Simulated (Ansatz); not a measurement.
# Lattice dynamics of CsPbCl3 (model cell, started as cubic perovskite with Pb in the octahedra)

The cell of CsPbCl3 (model cell, started as cubic perovskite with Pb in the octahedra) is at rest. What are its phonons? After the zone centre comes a 2×2×2 q mesh on a 8×8×8 k mesh.

Main program and level: Ansatz 0.2.0; DFT PBE, scalar-relativistic, plane waves, PAW; PAW set soft_1.

### 1. Starting point

The structure is cubic, space group Pm-3m (No. 221). The conventional cell has a = 5.735 Å, b = 5.735 Å, c = 5.735 Å, α = 90.00°, β = 90.00°, γ = 90.00°. Nearest to Cs lie 12 Cl at 4.06 Å. Nearest to Pb lie 6 Cl at 2.87 Å. Cl has 2 Pb at 2.87 Å and 4 Cs at 4.06 Å nearest. Farther neighbours and most contacts between anions are not listed.

### 2. Zone-centre response

The cell comes from relaxations at this level that are not shown. The zone centre comes first: it holds the modes that light can see, as far as symmetry allows. The response to a homogeneous field gives the Born charges and the dielectric tensor.

input.yaml

```yaml
crystal:
  lattice:
    - [5.7354216158, 0.0, 0.0]
    - [0.0, 5.7354216158, 0.0]
    - [0.0, 0.0, 5.7354216158]
  atoms:
    - { symbol: Cs, position: [0.0, 0.0, 0.0] }
    - { symbol: Pb, position: [0.5, 0.5, 0.5] }
    - { symbol: Cl, position: [0.5, 0.5, 0.0] }
    - { symbol: Cl, position: [0.5, 0.0, 0.5] }
    - { symbol: Cl, position: [0.0, 0.5, 0.5] }
kpoints:
  mp_grid: { grid: [8, 8, 8] }
hamiltonian:
  xc: pbe
  pseudopotentials: { kind: paw, azcp: { folder: soft_1 } }
scf:
  occupations: { method: fixed }
output:
  eigenvalues: true
phonons:
  method: dfpt
  dielectric: true
  rigid_motions: translations
```

On the command line:

```sh
$ ansatz run input.yaml --threads 8 --pin off --max-ram 16384MiB --backend cpu --events-out ev --progress --plain --runs-dir out
```

Numbers of over 12 decimals in the logs are rounded to 6 here.

Output:

```text
Engine: ansatz 0.2.0, aarch64-unknown-linux-gnu
Pseudopotentials: kind: paw
Pseudopotential: Cs, paw, valence charge 9, recommended cutoff 420 eV (normal), soft_1/Cs.paw.azcp
Pseudopotential: Pb, paw, valence charge 14, recommended cutoff 420 eV (normal), soft_1/Pb.paw.azcp
Pseudopotential: Cl, paw, valence charge 7, recommended cutoff 420 eV (normal), soft_1/Cl.paw.azcp
Functional definition: PBE
  parameter kappa = 0.804
  parameter beta = 0.066725
  exchange = pbe_x(kappa = kappa, mu = beta*pi^2/3)
  correlation = pbe_c(beta = beta)
Crystal: 5 atoms, lattice volume = 188.667 Å³
Basis set: ecut = 420 eV, 3743 PW (Γ), exchange–correlation on 80×80×80 points (8 copies of the dense FFT grid, shifted against one another)
Bands: 27, of which v1, the nominal top of the filled ones, is band 22 counted from 1 (21 counted from 0)
Symmetry: 48 space group operations
k-points: 170 of 512 (irreducible under 2 space group operations, time reversal used)
Non-local potential: Cs, projectors of the file, l = 0: 3, l = 1: 2, l = 2: 2, l = 3: 2
Non-local potential: Pb, projectors of the file, l = 0: 2, l = 1: 2, l = 2: 2, l = 3: 1
Non-local potential: Cl, projectors of the file, l = 0: 2, l = 1: 2, l = 2: 1
PAW form: soft (Blöchl's): semilocal exchange-correlation on the pseudo side does not see the compensation charge
PAW one-centre angular grid: Cs, 194 points (default); XC on 64 Gauss nodes
PAW one-centre angular grid: Pb, 590 points (default); XC on 64 Gauss nodes
PAW one-centre angular grid: Cl, 110 points (default); XC on 64 Gauss nodes
Initial density: superposition of atomic densities (chi_scale 0.1, normalization cell, long waves kept (reshape's long-wave potential 0.01 eV rms))
Initial wavefunctions: pseudopotential atomic-orbital guess
Functional: x = pbe(κ = 0.804, μ = 0.219515), c = pbe(β = 0.066725)
SCF iter   1: F=—  HF=-20826.903756 eV  |F-HF|=—  |Δ(HF+E_count)|=         —  Δρ=2.21e-2  dr2=2.04e0  ethr=3.10e-3  ⟨swp⟩=5.0  Hψ=19344  notcnv=0  defer=339
preconditioner: auto → Resta (q_TF=auto, 2.141 Å⁻¹)  ε∞=2.9  [insulator: Δε(μ)=1.959 eV  Ē_g=12.604 eV  n_scr=26 (ndim 8)  ℏωp=17.5 eV  f_vac=0.021  ε∞_Penn≈2.9]
SCF iter   2: F=—  HF=-20826.227180 eV  |F-HF|=—  |Δ(HF+E_count)|=   6.77e-1  Δρ=1.10e-2  dr2=7.02e-1  ethr=3.10e-3  ⟨swp⟩=2.7  Hψ=6869  notcnv=0  defer=332
SCF iter   3: F=—  HF=-20825.913185 eV  |F-HF|=—  |Δ(HF+E_count)|=   3.14e-1  Δρ=3.28e-3  dr2=3.68e-2  ethr=1.59e-3  ⟨swp⟩=3.9  Hψ=12091  notcnv=0  defer=472
SCF iter   4: F=—  HF=-20825.904989 eV  |F-HF|=—  |Δ(HF+E_count)|=   8.20e-3  Δρ=1.20e-3  dr2=4.00e-3  ethr=8.37e-5  ⟨swp⟩=2.8  Hψ=8196  notcnv=0  defer=491
SCF iter   5: F=—  HF=-20825.905937 eV  |F-HF|=—  |Δ(HF+E_count)|=   9.48e-4  Δρ=2.16e-4  dr2=8.36e-5  ethr=9.09e-6  ⟨swp⟩=3.2  Hψ=9356  notcnv=0  defer=501
SCF iter   6: F=—  HF=-20825.906037 eV  |F-HF|=—  |Δ(HF+E_count)|=   1.00e-4  Δρ=4.79e-5  dr2=5.58e-6  ethr=1.90e-7  ⟨swp⟩=2.0  Hψ=8103  notcnv=0  defer=506
SCF iter   7: F=—  HF=-20825.906041 eV  |F-HF|=—  |Δ(HF+E_count)|=   3.49e-6  Δρ=1.22e-5  dr2=2.54e-7  ethr=1.27e-8  ⟨swp⟩=2.0  Hψ=7975  notcnv=0  defer=468
SCF iter   8: F=—  HF=-20825.906041 eV  |F-HF|=—  |Δ(HF+E_count)|=   5.47e-8  Δρ=2.57e-6  dr2=1.97e-8  ethr=5.76e-10  ⟨swp⟩=2.0  Hψ=8286  notcnv=0  defer=410
SCF iter   9: F=—  HF=-20825.906041 eV  |F-HF|=—  |Δ(HF+E_count)|=   6.14e-9  Δρ=3.32e-7  dr2=1.91e-10  ethr=4.49e-11  ⟨swp⟩=2.0  Hψ=8160  notcnv=0  defer=410
SCF iter  10: F=-20825.906041 eV  HF=-20825.906041 eV  |F-HF|=2.18e-11  |Δ(HF+E_count)|=  5.53e-10  Δρ=6.00e-8  dr2=6.64e-12  ethr=1.00e-12  ⟨swp⟩=16.0  Hψ=35036  notcnv=0
SCF 1 converged in 10 iterations: F = -20825.906041 eV  dr2 = 6.64e-12
  greatest PAW one-centre occupation: 0.983 electrons in one spin orbital (limit 2), on the Pb atom at site 1 (counted from 0), in its partial waves of l = 2
DFPT response loops at Γ: preconditioner auto → Resta (q_TF=auto, 2.141 Å⁻¹)  ε∞=5.2 (no band partly filled); β = 1.00, the filter's whole step (`scf.mixing.beta` (0.50) is not read by the response loops at its default; to damp them type it under 1.00, their step now; it binds the ground state too); Broyden in place of MSR1
── the response to a field inside a basis, on 10×10×10 k-points: an SCF that follows is theirs, and a resumed run solves both again ──
Bands: 23, of which v1, the nominal top of the filled ones, is band 22 counted from 1 (21 counted from 0)
k-points: 35 of 1000
Initial density: handed on by an earlier stage of this run
Initial wavefunctions: pseudopotential atomic-orbital guess (no wavefunctions were taken with the density)
Eigensolver: Dense (35 Hₖ)
SCF iter   1: F=—  HF=-20825.893435 eV  |F-HF|=—  |Δ(HF+E_count)|=         —  Δρ=7.83e-5  dr2=2.16e-6  ethr=1.00e-1
preconditioner: auto → Resta (q_TF=auto, 2.141 Å⁻¹)  ε∞=3.2  [insulator: Δε(μ)=2.464 eV  Ē_g=11.720 eV  n_scr=26 (ndim 8)  ℏωp=17.5 eV  f_vac=0.076  ε∞_Penn≈3.2]
SCF iter   2: F=—  HF=-20825.893438 eV  |F-HF|=—  |Δ(HF+E_count)|=   2.52e-6  Δρ=4.01e-5  dr2=5.76e-7  ethr=4.91e-9
SCF iter   3: F=-20825.893439 eV  HF=-20825.893439 eV  |F-HF|=7.56e-9  |Δ(HF+E_count)|=   1.03e-6  Δρ=3.89e-6  dr2=1.06e-8  ethr=1.31e-9
SCF 1 converged in 3 iterations: F = -20825.893439 eV  dr2 = 1.06e-8
DFPT response loops at Γ: preconditioner auto → Resta (q_TF=auto, 2.141 Å⁻¹)  ε∞=4.9 (no band partly filled); β = 1.00, the filter's whole step (`scf.mixing.beta` (0.50) is not read by the response loops at its default; to damp them type it under 1.00, their step now; it binds the ground state too); Broyden in place of MSR1
SCF converged after 10 iterations
Free energy (F): -20825.906041 eV
Harris-Foulkes:  -20825.906041 eV  (|F-HF|=2.18e-11)
Internal energy: -20825.906041 eV  (E = F + TS)
E sigma→0 (E₀):  -20825.906041 eV
Fermi energy:    3.143471 eV
--- Per-component energies (eV) ---
  E_band       = -257.857614
  E_kinetic    = 892.072935
  E_local      = -2687.966094  (includes V_loc(G=0)·N_el)
  E_nonlocal   = 421.484627
  E_hartree    = 1011.125659
  E_xc         = -709.459765
  E_vxc        = -626.651097  (∫ρ·V_xc dr)
  E_paw        = -17427.089374  (= ΣΔE_a)
  E_vpaw       = -279.049516  (= ΣTr[D̂ρ^β])
  E_aug_tail   = 0.000319  (compensation charges beyond the density's cutoff)
  E_ewald      = -2326.074348
  E_smearing   = -0.000000  (= −TS)
  E_closure    = -0.000000  (closes the sum)
  Σ components = -20825.906041   (vs F -20825.906041, Δ=0.00e0)
--- Band table (eV; the first three rows and the last of 170) ---
  k-point 0: bands = [... 18 lower, 1.0305, 1.1073, 1.1073, 1.1073, 6.8208, 7.8958, 7.8958, 8.7736, ... 1 higher]
  k-point 1: bands = [... 18 lower, 1.0177, 1.0940, 1.0940, 1.1024, 6.9546, 7.9847, 7.9960, 8.7417, ... 1 higher]
  k-point 2: bands = [... 18 lower, 0.9848, 1.0637, 1.0637, 1.1538, 7.2311, 7.9039, 8.2592, 8.3225, ... 1 higher]
  k-point 169: bands = [... 18 lower, 1.4047, 1.4047, 1.4047, 3.1435, 5.3627, 5.3627, 5.3627, 8.5749, ... 1 higher]
--- Phonons (Γ-DFPT): 4 representative perturbations + reference, on 170 of 512 k-points (Σ response iterations 15) ---
  k mesh reduced under 2 symmetry operations, with k and −k counted as one. Each operation leaves every solved perturbation unchanged. A smaller set is not considered because the run solves the response to a homogeneous field
  ASR residual: 5.345e-5 → 0.000e0 eV/Å²; symmetrization residual: 3.367e-5 eV/Å²
  ASR residual per site (eV/Å²): 5.35e-5 3.10e-5 4.81e-5 4.81e-5 4.81e-5
  Γ frequencies (cm⁻¹): -10.11 -10.11 -10.11 0.00 0.00 0.00 30.78 30.78 30.78 56.73 56.73 56.73 111.45 111.45 111.45
  ε∞ (high-frequency dielectric tensor):
        3.689609     0.000000    -0.000000
        0.000000     3.689609     0.000000
       -0.000000     0.000000     3.689609
  softest optical mode at Γ: -10.11 cm⁻¹; the repairs (sum rule, projections) moved no ω² at Γ by more than (2.06 cm⁻¹)²
  Born effective charges Z* (e; rows j = field, columns β = displacement):
    site 0:
         1.30713   -0.00000    0.00000
        -0.00000    1.30713    0.00000
         0.00000    0.00000    1.30713
    site 1:
         3.86288    0.00000    0.00000
        -0.00000    3.86288    0.00000
        -0.00000    0.00000    3.86288
    site 2:
        -0.74440   -0.00000    0.00000
         0.00000   -0.74440    0.00000
         0.00000   -0.00000   -3.68121
    site 3:
        -0.74440   -0.00000    0.00000
        -0.00000   -3.68121    0.00000
         0.00000    0.00000   -0.74440
    site 4:
        -3.68121    0.00000   -0.00000
         0.00000   -0.74440    0.00000
         0.00000    0.00000   -0.74440
  Z* charge neutrality: 3.983e-3 e pre-enforcement
  solved inside a basis spanned on kpoints, on 10×10×10 k-points, its susceptibility summed on 12×12×12: ε∞ is read to err by 1.0e-2, Z* by 1.9e-2 e (field_mesh: kpoints solves on kpoints); Z* is corrected for what the basis lacks
  optical modes at Γ without the LO–TO term, one row a degenerate level:
      ω (cm⁻¹)  modes    IR ((D/Å)²/amu)
        -10.11      3             2.4947
         30.78      3             0.0000
         56.73      3             3.3365
        111.45      3            28.6644
  optical modes at Γ + LO–TO along q̂ = [1.0000, 0.0000, 0.0000]:
      ω (cm⁻¹)  modes    IR ((D/Å)²/amu)
        -10.11      2             1.6631
         21.05      1             0.0354
         30.78      3             0.0000
         56.73      2             2.2243
         63.96      1             0.0647
        111.45      2            19.1096
        215.02      1            11.3984
  optical modes at Γ + LO–TO along q̂ = [0.0000, 1.0000, 0.0000]:
      ω (cm⁻¹)  modes    IR ((D/Å)²/amu)
        -10.11      2             1.6631
         21.05      1             0.0354
         30.78      3             0.0000
         56.73      2             2.2243
         63.96      1             0.0647
        111.45      2            19.1096
        215.02      1            11.3984
  optical modes at Γ + LO–TO along q̂ = [0.0000, 0.0000, 1.0000]:
      ω (cm⁻¹)  modes    IR ((D/Å)²/amu)
        -10.11      2             1.6631
         21.05      1             0.0354
         30.78      3             0.0000
         56.73      2             2.2243
         63.96      1             0.0647
        111.45      2            19.1096
        215.02      1            11.3984
```

Elapsed: 93 s, on 8 threads of Arm Neoverse V1, shared host; peak memory 3.7 GiB.

Reading the cycles: dr2 is the Hartree energy of the density residual (eV), the measure of convergence; HF is the Harris–Foulkes estimate of the energy, which meets the free energy F at convergence.

This step gave:

| Item | Value |
| --- | --- |
| gap on the k-mesh | 2.219 eV |
| volume per atom | 37.73 Å³ |
| sum-rule residual before enforcement | 5.35e-5 eV/Å² |
| miss of the charge sum rule | 0.003983 e |
| estimated error of the dielectric tensor | 0.01013 |
| estimated error of the Born charges | 0.01898 e |
| point group | m-3m |
| highest optical mode at the zone centre (no LO-TO term) | 111.5 cm⁻¹ |
| lowest optical zone-centre mode | -10.11 cm⁻¹ |
| mean high-frequency dielectric constant | 3.690 |
| largest Born charge (third of the trace) | 3.863 e |
| top of the zone-centre spectrum with the field | 215.0 cm⁻¹ |

Without the LO-TO term. Patterns of degenerate modes are one choice out of their space. The modes at Γ (shares of kinetic energy by element, %) (negative means imaginary):

```csv
mode,frequency (cm⁻¹),symmetry,Cs %,Pb %,Cl %
1,-10.1,T1u,64,8,29
2,-10.1,T1u,64,8,29
3,-10.1,T1u,64,8,29
4,0.0,acoustic,30,46,24
5,0.0,acoustic,30,46,24
6,0.0,acoustic,30,46,24
7,30.8,T2u,0,0,100
8,30.8,T2u,0,0,100
9,30.8,T2u,0,0,100
10,56.7,T1u,7,37,56
11,56.7,T1u,7,37,56
12,56.7,T1u,7,37,56
13,111.5,T1u,0,8,91
14,111.5,T1u,0,8,91
15,111.5,T1u,0,8,91
```

Displacements in mode 8 (30.8 cm⁻¹), the largest set to 1:
```
Cs1  0.00  0.00  0.00
Pb2  0.00  0.00  0.00
Cl3 -0.31  0.29  0.00
Cl4  0.31  0.00  1.00
Cl5  0.00 -0.29 -1.00
```

Displacements in mode 13 (111.5 cm⁻¹), the largest set to 1:
```
Cs1 -0.02  0.00  0.00
Pb2 -0.13  0.00  0.00
Cl3 -0.10  0.00  0.00
Cl4 -0.10  0.00  0.00
Cl5  1.00  0.00  0.00
```

Optical modes at the zone centre, without and with the macroscopic field of the longitudinal modes; each column is sorted by frequency, so a row need not hold one and the same mode. Modes with and without the field, by row:

```csv
rank among optical modes,no field (cm⁻¹),"q along (1, 0, 0) (cm⁻¹)"
1,-10.1,-10.1
2,-10.1,-10.1
3,-10.1,21.1
4,30.8,30.8
5,30.8,30.8
6,30.8,30.8
7,56.7,56.7
8,56.7,56.7
9,56.7,64
10,111.5,111.5
11,111.5,111.5
12,111.5,215
```

Born charge (rows field, columns displacement) (e), principal values of the symmetric part by kind of site:

```csv
atom,atoms with these values,low,middle,high,mean
Cs1,1,1.31,1.31,1.31,1.31
Pb2,1,3.86,3.86,3.86,3.86
Cl3,3,-3.68,-0.74,-0.74,-1.72
```

In full for Cs1:

```
1.31 0.00 0.00
0.00 1.31 0.00
0.00 0.00 1.31
```

High-frequency dielectric tensor:

```
3.69 0.00 0.00
0.00 3.69 0.00
0.00 0.00 3.69
```

Transverse modes; imaginary modes are left out. Infrared lines, with heights relative to the strongest:

```csv
position (cm⁻¹),label,relative intensity
31,T2u,0.0
57,T1u,12
112,T1u,100
```

Before it was imposed, the acoustic sum rule was missed by 5.3e-5 eV/Å² and the charge sum rule by 0.0040 e. Small misses are needed for a sound result but don't prove that mesh and cutoff are converged. The lowest optical mode is imaginary, 10.1i cm⁻¹, so the energy falls along it.

[end of part 1 of 2]

[Logs are printed without paths, hosts, clocks, repeated set-up lines and the standing remarks that a program may print on its own settings, such as how far it seeks lower states.]

[Hosts, paths, dates, database ids (printed as entryN), source tags and the programs' standing remarks are cut or masked in the printed files.]
